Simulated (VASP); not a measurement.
# Cd (Im-3m) in VASP: a series of runs

The runs below take Cd through relaxation of cell and atoms, with revPBE, BLYP, AM05, PW91.

All numbers are computed with VASP 6.6.1; they aren't measurements. Logs are shortened: lines on timing, memory, paths and dates and some standing lists are left out, and cuts for length are marked.

## (1) The structure

The structure is cubic, space group Im-3m (No. 229). The conventional cell has a = 3.569 Å, b = 3.569 Å, c = 3.569 Å, α = 90.00°, β = 90.00°, γ = 90.00°. Cd (site symmetry m-3m) has 8 Cd at 3.09 Å as nearest neighbours.

This isn't the form of Cd at room conditions, which is hcp.

## (2) Relaxation of cell and atoms, revPBE

File INCAR:

```
SYSTEM = Cd
PREC = Accurate
ENCUT = 600
EDIFF = 1E-7
ISMEAR = -1
SIGMA = 0.05
LREAL = .False.
LASPH = .True.
NELM = 100
ALGO = Normal
ISIF = 3
LWAVE = .False.
LCHARG = .False.
GGA = RE
IBRION = 2
NSW = 40
EDIFFG = -0.01
```

File KPOINTS:

```
Automatic mesh
0
Gamma
  10 10 10
  0 0 0
```

File POSCAR:

```
Cd
1.0
   -1.7843220000      1.7843220000      1.7843220000
    1.7843220000     -1.7843220000      1.7843220000
    1.7843220000      1.7843220000     -1.7843220000
Cd
1
Direct
    0.0000000000      0.0000000000      0.0000000000
```

Potentials or basis: VASP PAW PBE potentials, release 64 (Cd).

Launch:

```console
$ cat potpaw_PBE.64/Cd/POTCAR > POTCAR
$ mpirun -np 1 vasp_std > vasp.out
```

OUTCAR:

```text
SYSTEM = Cd
   PREC = Accurate
   ENCUT = 600
   EDIFF = 1E-7
   ISMEAR = -1
   LREAL = .False.
   LASPH = .True.
   NELM = 100
   ISIF = 3
   GGA = RE
   IBRION = 2
   NSW = 40
   EDIFFG = -0.01

 ion  position               nearest neighbor table
   1  0.000  0.000  0.000-

  LATTYP: Found a body centered cubic cell.
 ALAT       =     3.5686440000

  Lattice vectors:

 A1 = (  -1.7843220000,   1.7843220000,   1.7843220000)
 A2 = (   1.7843220000,  -1.7843220000,   1.7843220000)
 A3 = (   1.7843220000,   1.7843220000,  -1.7843220000)

Analysis of symmetry for initial positions (statically):
=====================================================================
 Subroutine PRICEL returns:
 Original cell was already a primitive cell.

 Routine SETGRP: Setting up the symmetry group for a
 body centered cubic supercell.

 Subroutine GETGRP returns: Found 48 space group operations
 (whereof 48 operations were pure point group operations)
 out of a pool of 48 trial point group operations.

The static configuration has the point symmetry O_h .

Analysis of symmetry for dynamics (positions and initial velocities):
=====================================================================
 Subroutine PRICEL returns:
 Original cell was already a primitive cell.

 Routine SETGRP: Setting up the symmetry group for a
 body centered cubic supercell.

 Subroutine GETGRP returns: Found 48 space group operations
 (whereof 48 operations were pure point group operations)
 out of a pool of 48 trial point group operations.

The dynamic configuration has the point symmetry O_h .

 Subroutine INISYM returns: Found 48 space group operations
 (whereof 48 operations are pure point group operations),
 and found     1 'primitive' translations

----------------------------------------------------------------------------------------

                                     Primitive cell

  volume of cell :      22.7237

  direct lattice vectors                    reciprocal lattice vectors
    -1.784322000  1.784322000  1.784322000     0.000000000  0.280218481  0.280218481
     1.784322000 -1.784322000  1.784322000     0.280218481  0.000000000  0.280218481
     1.784322000  1.784322000 -1.784322000     0.280218481  0.280218481  0.000000000

  length of vectors
     3.090536361  3.090536361  3.090536361     0.396288776  0.396288776  0.396288776

  position of ions in fractional coordinates (direct lattice)
     0.000000000  0.000000000  0.000000000

  ion indices of the primitive-cell ions
   primitive index   ion index
                 1           1

----------------------------------------------------------------------------------------

 KPOINTS: Automatic mesh

Automatic generation of k-mesh.
 Grid dimensions read from file:
 generate k-points for:   10   10   10

 Generating k-lattice:

  Cartesian coordinates                     Fractional coordinates (reciprocal lattice)
     0.000000000  0.028021848  0.028021848     0.100000000  0.000000000  0.000000000
     0.028021848  0.000000000  0.028021848     0.000000000  0.100000000  0.000000000
     0.028021848  0.028021848  0.000000000     0.000000000  0.000000000  0.100000000

  Length of vectors
     0.039628878  0.039628878  0.039628878

  Shift w.r.t. Gamma in fractional coordinates (k-lattice)
     0.000000000  0.000000000  0.000000000

 Subroutine IBZKPT returns following result:
 ===========================================

 Found     47 irreducible k-points:

 Following reciprocal coordinates:
            Coordinates               Weight
  0.000000  0.000000  0.000000      1.000000
  0.100000  0.000000  0.000000     12.000000
  0.200000  0.000000  0.000000     12.000000
  0.300000  0.000000  0.000000     12.000000
  0.400000  0.000000  0.000000     12.000000
  0.500000  0.000000  0.000000      6.000000
[... 16 lines left out ...]
  0.300000  0.300000  0.100000      8.000000
 -0.300000  0.300000  0.100000     24.000000
 [... further k-points ...]
   k-points           NKPTS =     47   k-points in BZ     NKDIM =     47   number of bands    NBANDS=     10
   number of dos      NEDOS =    301   number of ions     NIONS =      1
   total plane-waves  NPLWV =  21952
   dimension x,y,z NGX =    28 NGY =   28 NGZ =   28
   dimension x,y,z NGXF=    56 NGYF=   56 NGZF=   56
   ions per type =               1
   NGX,Y,Z   is equivalent  to a cutoff of  15.06, 15.06, 15.06 a.u.
   NGXF,Y,Z  is equivalent  to a cutoff of  30.12, 30.12, 30.12 a.u.
 SYSTEM =  Cd
   PREC   = accura    normal or accurate (medium, high low for compatibility)
   ISTART =      0    job   : 0-new  1-cont  2-samecut
   ICHARG =      2    charge: 1-file 2-atom 10-const
   ISPIN  =      1    spin polarized calculation?
   LNONCOLLINEAR =      F non collinear calculations
   LSORBIT =      F    spin-orbit coupling
   LASPH  =      T    aspherical Exc in radial PAW
   ENCUT  =  600.0 eV  44.10 Ry    6.64 a.u.   6.17  6.17  6.17*2*pi/ulx,y,z
   NELM   =    100;   NELMIN=  2; NELMDL= -5     # of ELM steps
   EDIFF  = 0.1E-06   stopping-criterion for ELM
   LREAL  =      F    real-space projection
   EDIFFG = -.1E-01   stopping-criterion for IOM
   NSW    =     40    number of steps for IOM
   IBRION =      2    ionic relax: 0-MD 1-quasi-New 2-CG
   NFREE  =      1    steps in history (QN), initial steepest desc. (CG)
   ISIF   =      3    stress and relaxation
   ISYM   =      2    0-nonsym 1-usesym 2-fastsym
   POTIM  = 0.5000    time-step for ionic-motion
   TEBEG  =    0.0;   TEEND  =   0.0 temperature during run
   PSTRESS=    0.0 pullay stress
   NELECT =      12.0000    total number of electrons
   NUPDOWN=      -1.0000    fix difference up-down
   EMIN   =  10.00;   EMAX   =-10.00  energy-range for DOS
   EFERMI =   0.00;   METHOD = LEGACY
   ISMEAR =    -1;   SIGMA  =   0.05  broadening in eV -4-tet -1-fermi 0-gaus
   EFERMI_NEDOS =   21; number of points for ismear=-14 and -15
   IALGO  =     38    algorithm
   IMIX   =      4    mixing-type and parameters
     AMIX     =   0.40;   BMIX     =  1.00
     AMIX_MAG =   1.60;   BMIX_MAG =  1.00
  volume/ion in A,a.u.               =      22.72       153.35
  Fermi-wavevector in a.u.,A,eV,Ry     =   1.323250  2.500581 23.823686  1.750992
  Thomas-Fermi vector in A             =   2.452872
   LORBIT       =      0    0 simple, 1 ext, 2 COOP (PROOUT), +10 PAW based schemes
   GGA     = RE    functional components
   LHFCALC =     F    Hartree Fock is set to
   AEXX    =    0.0000 exact exchange contribution
   IVDW    =     0    specifies the selected vdW correction
   LEPSILON=     F    determine dielectric tensor
   LRPA    =     F    only Hartree local field effects (RPA)
 conjugate gradient relaxation of ions
 non-spin polarized calculation
  energy-cutoff  :      600.00
  volume of cell :       22.72
 maximum number of plane-waves:       771
 NGX is ok and might be reduce to    28
   NGX = 13   NGY = 13   NGZ = 13

--------------------------------------- Ionic step        1  -------------------------------------------

 number of electron      11.9999997 magnetization

 Free energy of the ion-electron system (eV)
  ---------------------------------------------------
  ext. energy  EPLUGINS =         0.00000000
  ---------------------------------------------------
  free energy    TOTEN  =        -0.36335259 eV

  energy without entropy =       -0.35742541  energy(sigma->0) =       -0.36038900

------------------------ aborting loop because EDIFF is reached ----------------------------------------

  FORCE on cell =-STRESS in cart. coord.  units (eV):
  Direction    XX          YY          ZZ          XY          YZ          ZX
  --------------------------------------------------------------------------------------
  -------------------------------------------------------------------------------------
  Total        0.4240709      0.4240709      0.4240709     -0.0000000     -0.0000000     -0.0000000
  in kB       29.8998720     29.8998720     29.8998720     -0.0000000     -0.0000000     -0.0000000
  external PRESSURE =      29.8998720 kB  Pullay stress =       0.0000000 kB

 VOLUME and BASIS-vectors are now :
 -----------------------------------------------------------------------------
  energy-cutoff  :      600.00
  volume of cell :       22.72
      direct lattice vectors                 reciprocal lattice vectors
    -1.784322000  1.784322000  1.784322000     0.000000000  0.280218481  0.280218481
     1.784322000 -1.784322000  1.784322000     0.280218481  0.000000000  0.280218481
     1.784322000  1.784322000 -1.784322000     0.280218481  0.280218481  0.000000000
[... 71 lines left out ...]
 POSITION                                       TOTAL-FORCE (eV/Angst)
 -----------------------------------------------------------------------------------
     -0.00000      0.00000      0.00000         0.000000      0.000000      0.000000
 -----------------------------------------------------------------------------------
    total drift:                               -0.000000     -0.000000     -0.000000

  FREE ENERGIE OF THE ION-ELECTRON SYSTEM (eV)
  ---------------------------------------------------
  free  energy   TOTEN  =        -0.3806554253 eV

  energy  without entropy=       -0.3758796800  energy(sigma->0) =       -0.37826755

--------------------------------------- Ionic step        4  -------------------------------------------

 number of electron      12.0000002 magnetization

 Free energy of the ion-electron system (eV)
  ---------------------------------------------------
  ext. energy  EPLUGINS =         0.00000000
  ---------------------------------------------------
  free energy    TOTEN  =        -0.38066670 eV

  energy without entropy =       -0.37585866  energy(sigma->0) =       -0.37826268

 E-fermi :   2.2812     XC(G=0): -10.2445

 val. band max:        2.1382186176   @ k =  -0.4000  -0.4000   0.1000
 cond. band min:       2.3198159721   @ k =  -0.4000   0.4000   0.4000
 fundamental gap:      0.1815973545
 Fermi energy:         2.2812419485

 k-point     1 :       0.0000    0.0000    0.0000
  band No.  band energies     occupation
      1      -6.8238      2.00000
      2      -6.8238      2.00000
      3      -6.8238      2.00000
      4      -6.3238      2.00000
      5      -6.3238      2.00000
      6      -5.7836      2.00000
      7      16.9329      0.00000
      8      16.9329      0.00000
      9      17.0806      0.00000
     10      17.0806      0.00000

 k-point     2 :       0.1000    0.0000    0.0000
  band No.  band energies     occupation
      1      -6.8478      2.00000
      2      -6.8168      2.00000
      3      -6.7505      2.00000
      4      -6.3492      2.00000
      5      -6.3230      2.00000
      6      -5.5313      2.00000
      7      14.1620      0.00000
      8      15.7046      0.00000
      9      15.7532      0.00000
     10      16.6332      0.00000
[... 274 lines left out ...]
 k-point    24 :      -0.3000    0.3000    0.1000
  band No.  band energies     occupation
      1      -6.9074      2.00000
      2      -6.8895      2.00000
      3      -6.4767      2.00000
      4      -6.3600      2.00000
      5      -6.3075      2.00000
      6      -3.1468      2.00000
      7       7.0158      0.00000
      8      11.1344      0.00000
      9      11.9721      0.00000
     10      15.8305      0.00000

 [... further k-points ...]

------------------------ aborting loop because EDIFF is reached ----------------------------------------

  FORCE on cell =-STRESS in cart. coord.  units (eV):
  Direction    XX          YY          ZZ          XY          YZ          ZX
  --------------------------------------------------------------------------------------
  -------------------------------------------------------------------------------------
  Total       -0.0001647     -0.0001647     -0.0001647      0.0000000      0.0000000      0.0000000
  in kB       -0.0106698     -0.0106698     -0.0106698      0.0000000      0.0000000      0.0000000
  external PRESSURE =      -0.0106698 kB  Pullay stress =       0.0000000 kB

 VOLUME and BASIS-vectors are now :
 -----------------------------------------------------------------------------
  energy-cutoff  :      600.00
  volume of cell :       24.73
      direct lattice vectors                 reciprocal lattice vectors
    -1.835290057  1.835290057  1.835290057     0.000000000  0.272436500  0.272436500
     1.835290057 -1.835290057  1.835290057     0.272436500  0.000000000  0.272436500
     1.835290057  1.835290057 -1.835290057     0.272436500  0.272436500  0.000000000

 POSITION                                       TOTAL-FORCE (eV/Angst)
 -----------------------------------------------------------------------------------
     -0.00000      0.00000      0.00000         0.000000     -0.000000      0.000000
 -----------------------------------------------------------------------------------
    total drift:                                0.000000     -0.000000     -0.000000

  FREE ENERGIE OF THE ION-ELECTRON SYSTEM (eV)
  ---------------------------------------------------
  free  energy   TOTEN  =        -0.3806667043 eV

  energy  without entropy=       -0.3758586588  energy(sigma->0) =       -0.37826268

 reached required accuracy - stopping structural energy minimisation
```

Run time: 30 s. Hardware: 1 thread of Intel Xeon Platinum 8488C (Sapphire Rapids), shared host; peak memory 0.17 GiB.

Results:

| Property | Result |
| --- | --- |
| Free energy | -0.3807 eV |
| Relaxed volume | 24.73 Å³/atom |
| Relaxed cell | a = 3.179 Å, b = 3.179 Å, c = 3.179 Å, α = 109.47°, β = 109.47°, γ = 109.47° |
| Space group after relaxing (to 0.05 Å) | Im-3m (No. 229) |
| Energy gained by relaxing | 17.3 meV/atom |
| Ionic steps | 4 |
| Pressure after relaxing | 0.0 GPa |
| Band gap on the k mesh | none (metal or under the smearing width) |

The path:
```tsv
step	energy change (eV)	largest force (eV/Å)	pressure (GPa)	volume (Å³)
1	0.0000	0.0000	2.99	22.72
2	-0.0160	0.0000	0.74	24.15
3	-0.0173	0.0000	-0.07	24.78
4	-0.0173	0.0000	0.00	24.73
```

Final structure:
```yaml
crystal:
  lattice:
    - [-1.83529, 1.83529, 1.83529]
    - [1.83529, -1.83529, 1.83529]
    - [1.83529, 1.83529, -1.83529]
  atoms:
    - { symbol: Cd, position: [0.00000, 0.00000, 0.00000] }
```

Levels at points of the mesh, in eV from the Fermi level:
```csv
k point,band 4,band 5,band 6,band 7,band 8,band 9
"(0.00, 0.00, 0.00)",-8.61,-8.61,-8.06,14.65,14.65,14.80
"(0.50, 0.00, 0.00)",-8.59,-8.27,-1.80,-1.20,8.57,9.43
"(0.50, 0.50, 0.50)",-8.35,-8.35,3.23,3.23,3.23,4.65
```

Caveat: the PAW data sets were made with another functional, which shifts forces and pressure a little.

## (3) Relaxation of cell and atoms, BLYP

INCAR, as its differences from that of step 2:

```diff
@@ -13,3 +13,7 @@
 LCHARG = .False.
-GGA = RE
+GGA = B5
+ALDAX = 1.0
+AGGAX = 1.0
+AGGAC = 1.0
+ALDAC = 0.0
 IBRION = 2
```

KPOINTS is that of step 2.

POSCAR is that of step 2.

Potentials or basis: VASP PAW PBE potentials, release 64 (Cd).

Launch:

```console
$ cat potpaw_PBE.64/Cd/POTCAR > POTCAR
$ mpirun -np 1 vasp_std > vasp.out
```

Run time: 75 s. Hardware: 1 thread of Intel Xeon Platinum 8488C (Sapphire Rapids), shared host; peak memory 0.16 GiB.

The run converged. Its results:

```yaml
Free_energy: -0.1086 eV
Relaxed_volume: 28.00 Å³/atom
Relaxed_cell: a = 3.313 Å, b = 3.313 Å, c = 3.313 Å, α = 109.47°, β = 109.47°, γ = 109.47°
Space_group_after_relaxing_to_0.05_Å: Im-3m (No. 229)
Energy_gained_by_relaxing: 78.8 meV/atom
Ionic_steps: 6
Pressure_after_relaxing: 0.0 GPa
Band_gap_on_the_k_mesh: none (metal or under the smearing width)
```

Step by step:
```tsv
step	energy change (eV)	largest force (eV/Å)	pressure (GPa)	volume (Å³)
1	0.0000	0.0000	6.33	22.72
2	-0.0693	0.0000	1.54	25.80
3	-0.0772	0.0000	0.54	27.05
4	-0.0748	0.0000	-0.70	29.67
5	-0.0788	0.0000	-0.06	28.11
6	-0.0788	0.0000	0.00	28.00
```

Final structure:
```
CELL_PARAMETERS angstrom
-1.91292 1.91292 1.91292
1.91292 -1.91292 1.91292
1.91292 1.91292 -1.91292
ATOMIC_POSITIONS crystal
Cd 0.00000 0.00000 0.00000
```

Levels at points of the mesh, in eV from the Fermi level:
```csv
k point,band 4,band 5,band 6,band 7,band 8,band 9
"(0.00, 0.00, 0.00)",-8.34,-8.34,-7.11,12.90,12.90,12.90
"(0.50, 0.00, 0.00)",-8.34,-8.08,-1.33,-1.10,7.79,9.12
"(0.50, 0.50, 0.50)",-8.15,-8.15,3.22,3.22,3.22,3.46
```

Caveat: the volume moved by over 15 % at a fixed basis, so the end points are rough; the PAW data sets were made with another functional, which shifts forces and pressure a little.

[end of part 1 of 2]
